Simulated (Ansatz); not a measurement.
## Energy, volume and coordination in GaSe₄

The calculation used DFT PBE, scalar-relativistic, plane waves, PAW in Ansatz 0.2.0. Settings: cutoff 420 eV, Γ-centred meshes spaced at most about 0.3 Å⁻¹, and about 0.25 Å⁻¹ or finer for metals (2π included), Gaussian smearing. No spin polarisation.

Temperature and zero-point effects are left out. Rows are sorted by volume; energies count from the lowest form computed. Coordination counts Se atoms around Ga (those within 1.25 times the shortest such distance or 1.15 times the sum of covalent radii; the shortest distance is added where it is long for a bond).

| row | form | source | atoms | coordination | V (Å³/atom) | gap on mesh (eV) | ΔE (meV/atom) |
| --- | --- | --- | --- | --- | --- | --- | --- |
| 1 | P-3m1 | invented | 5 | Ga 6 | 21.9 | 0 | 140 |
| 2 | P4/mcc | invented | 10 | Ga 8 from 2.9 Å | 24.0 | 0 | ? |
| 3 | P-3m1 | invented | 10 | Ga 3 | 27.3 | 0.41 | 0 |
| 4 | P-42_1c | invented | 10 | Ga 4 | 27.8 | 0 | 22 |
| 5 | P4_2/mcm | invented | 10 | Ga 4 | 29.2 | 0 | 54 |

The cell of row 2:

```
Ga Se
1.0
     5.82197    0.00000    0.00000
     0.00000    5.82197    0.00000
     0.00000    0.00000    7.07592
Ga Se
2 8
Direct
  0.00000 0.00000 0.75000
  0.00000 0.00000 0.25000
  0.35748 0.14324 0.50000
  0.64252 0.85676 0.50000
  0.85676 0.35748 0.50000
  0.14324 0.64252 0.50000
  0.64252 0.14324 0.00000
  0.35748 0.85676 0.00000
  0.14324 0.35748 0.00000
  0.85676 0.64252 0.00000
```

Question: How far above the lowest form does the open row lie?

Answer: 144 meV/atom, which puts it level, within the accuracy, with row 1, the highest in the table. Counting Se atoms around Ga, row 2 has Ga 8 from 2.9 Å and the lowest form (row 3) has Ga 3. Row 2 holds Se–Se pairs (shortest 2.35 Å); in the lowest form (row 3) the shortest Se–Se distance is 2.68 Å, near bonding range too.

An observed structure of this formula, if there is one, may be missing.

The k mesh leaves some 4 meV/atom of noise in the energy of each metallic cell. Weakly bound directions are ill-defined at this level, which has no dispersion term (P-3m1 at 27.3 Å³/atom, P-42_1c, P4_2/mcm, P-3m1 at 21.9 Å³/atom), and this can change margins and order among such cells. Kohn–Sham gaps at this level usually fall short of measured ones. In P-3m1 at 21.9 Å³/atom an odd number of electrons in the primitive cell allows no gap without spin; a larger cell or a magnetic state could open one. Cells relaxed within their symmetry can be saddle points. Some structure types and database cells were kept out of the candidates from the start, so a known form may be missing.
